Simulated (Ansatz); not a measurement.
An Ansatz input:

```yaml
crystal:
  lattice:
    - [0.0, 2.4954954613, 2.4954954613]
    - [2.4954954613, 0.0, 2.4954954613]
    - [2.4954954613, 2.4954954613, 0.0]
  atoms:
    - { symbol: In, position: [0.0, 0.0, 0.0] }
hamiltonian:
  xc: rpbe
  pseudopotentials:
    kind: paw
    azcp:
      In: "pseudopotentials/In.paw.azcp"
basis:
  ecutwfc: 420
  fft_grid_basis: typed
kpoints:
  mp_grid: { grid: [13, 13, 13], shift: [0, 0, 0] }
magnetization:
  spin_polarized: false
scf:
  occupations: { method: fermi_dirac, width: 0.1 }
  lower_state_search: "off"
output:
  stress: true
  write_density: true
  write_potential: true
  elf: true
  volumetric_format: npy
```

and its output:

```
Engine: ansatz 0.2.0, aarch64-unknown-linux-gnu
Pseudopotentials: kind: paw
Pseudopotential: In, paw, valence charge 13, recommended cutoff 420 eV (normal) 
Functional definition: RPBE
  parameter kappa = 0.804
  parameter beta = 0.06672455060314922
  exchange = rpbe_x(kappa = kappa, mu = beta*pi^2/3)
  correlation = pbe_c(beta = beta)
Crystal: 1 atoms, lattice volume = 31.081 Å³
Basis set: ecut = 420 eV, 609 PW (Γ)
Bands: 11, of which v1, the nominal top of the filled ones, is band 7 counted from 1 (6 counted from 0)
Symmetry: 48 space group operations
Space group: Fm-3m (ITA 225), of the structure as read, at distance tolerance 3.1e-5 Å
k-points: 84 of 2197
Non-local potential: In, projectors of the file, l = 0: 2, l = 1: 2, l = 2: 2, l = 3: 2
PAW form: soft (Blöchl's): semilocal exchange-correlation on the pseudo side does not see the compensation charge
PAW frozen core: In, regenerated for the run's functional, and the local potential with it (the file was generated under x = pbe(κ = 0.804, μ = 0.2195149727645171), c = pbe(β = 0.06672455060314922))
PAW one-centre angular grid: In, 590 points (default); XC on 64 Gauss nodes
Initial density: superposition of atomic densities (neutral atoms: chi_scale 0, normalization atom), corrected by the library's trained network
Initial wavefunctions: pseudopotential atomic-orbital guess
Functional: x = rpbe, c = pbe(β = 0.06672455060314922)
SCF iter   1: F=—  HF=-5606.264329 eV  |F-HF|=—  |Δ(HF+E_count)|=         —  Δρ=3.59e-3  dr2=2.11e-3  ethr=1.77e-3  ⟨swp⟩=4.9  Hψ=5384  notcnv=0
SCF iter   2: F=—  HF=-5606.263527 eV  |F-HF|=—  |Δ(HF+E_count)|=   8.01e-4  Δρ=1.37e-3  dr2=3.07e-4  ethr=1.62e-5  ⟨swp⟩=2.0  Hψ=2021  notcnv=0
SCF iter   3: F=—  HF=-5606.263546 eV  |F-HF|=—  |Δ(HF+E_count)|=   1.86e-5  Δρ=4.03e-4  dr2=2.85e-5  ethr=2.36e-6  ⟨swp⟩=1.0  Hψ=912  notcnv=0
SCF iter   4: F=—  HF=-5606.263545 eV  |F-HF|=—  |Δ(HF+E_count)|=   8.90e-7  Δρ=3.91e-5  dr2=2.30e-7  ethr=2.19e-7  ⟨swp⟩=2.5  Hψ=1385  notcnv=0
iter 5 did not close the SCF: its close was put off for the readings that it lacked (scf_convergence_deferred on its scf_iter line)
SCF iter   5: F=-5606.263545 eV  HF=-5606.263545 eV  |F-HF|=4.43e-9  |Δ(HF+E_count)|=   3.20e-7  Δρ=7.61e-6  dr2=8.08e-9  ethr=1.77e-9  ⟨swp⟩=2.5  Hψ=1471  notcnv=0
SCF iter   6: F=-5606.263545 eV  HF=-5606.263545 eV  |F-HF|=6.91e-11  |Δ(HF+E_count)|=  7.80e-10  Δρ=1.17e-6  dr2=1.65e-10  ethr=6.21e-11  ⟨swp⟩=5.7  Hψ=4762  notcnv=0
SCF 1 converged in 6 iterations: F = -5606.263545 eV  dr2 = 1.65e-10
SCF converged after 6 iterations
Free energy (F): -5606.263545 eV
Harris-Foulkes:  -5606.263545 eV  (|F-HF|=6.91e-11)
Internal energy: -5606.245008 eV  (E = F + TS)
E sigma→0 (E₀):  -5606.254277 eV
Entropy (-TS):   -0.018538 eV (-18.538 meV/atom)
Fermi energy:    8.181592 eV
--- Per-component energies (eV) ---
  E_band       = -49.169472
  E_kinetic    = 239.478184
  E_local      = -1178.493085  (includes V_loc(G=0)·N_el)
  E_nonlocal   = 365.693561
  E_hartree    = 460.482333
  E_xc         = -215.648322
  E_vxc        = -98.323865  (∫ρ·V_xc dr)
  E_paw        = -4160.066502  (= ΣΔE_a)
  E_vpaw       = -298.489353  (= ΣTr[D̂ρ^β])
  E_aug_tail   = 0.000026  (compensation charges beyond the density's cutoff)
  E_ewald      = -1117.758559
  E_core_change = 0.067356  (= ΣΔE_core)
  E_smearing   = -0.018538  (= −TS)
  E_closure    = 0.000000  (closes the sum)
  Σ components = -5606.263545   (vs F -5606.263545, Δ=0.00e0)
--- Stress (GPa, compression-positive) ---
       -1.866663      -0.000000       0.000000
       -0.000000      -1.866663      -0.000000
        0.000000       0.000000      -1.866663
  P = ⅓ Tr σ = -1.8667 GPa (-18.667 kbar)
--- Band table (eV; the first three rows and the last of 84) ---
  k-point 0: bands = ["-6.3978", "-6.3978", "-6.3978", "-6.2943", "-6.2943", "-0.2641", "17.2942", "17.2942", "17.2942", "19.2328", "20.7802"]
  k-point 1: bands = ["-6.3982", "-6.3915", "-6.3915", "-6.2948", "-6.2948", "-0.1512", "15.9994", "17.1047", "17.1047", "18.8698", "21.1102"]
  k-point 2: bands = ["-6.4000", "-6.3780", "-6.3780", "-6.2921", "-6.2921", "0.1888", "13.7240", "16.6914", "16.6914", "18.6448", "21.7787"]
  k-point 83: bands = ["-6.3975", "-6.3770", "-6.3334", "-6.2595", "-6.1749", "5.9184", "8.0691", "8.5667", "9.9217", "19.7583", "20.5160"]
```

Launched by

```sh
ansatz run input.yaml --threads 2 --pin off --max-ram 5120MiB --backend cpu --events-out ev --progress --plain --runs-dir out
```

On 2 threads of Arm Neoverse V2 (shared host) this took about 0.93 s of wall time and 1.7 s of CPU time.
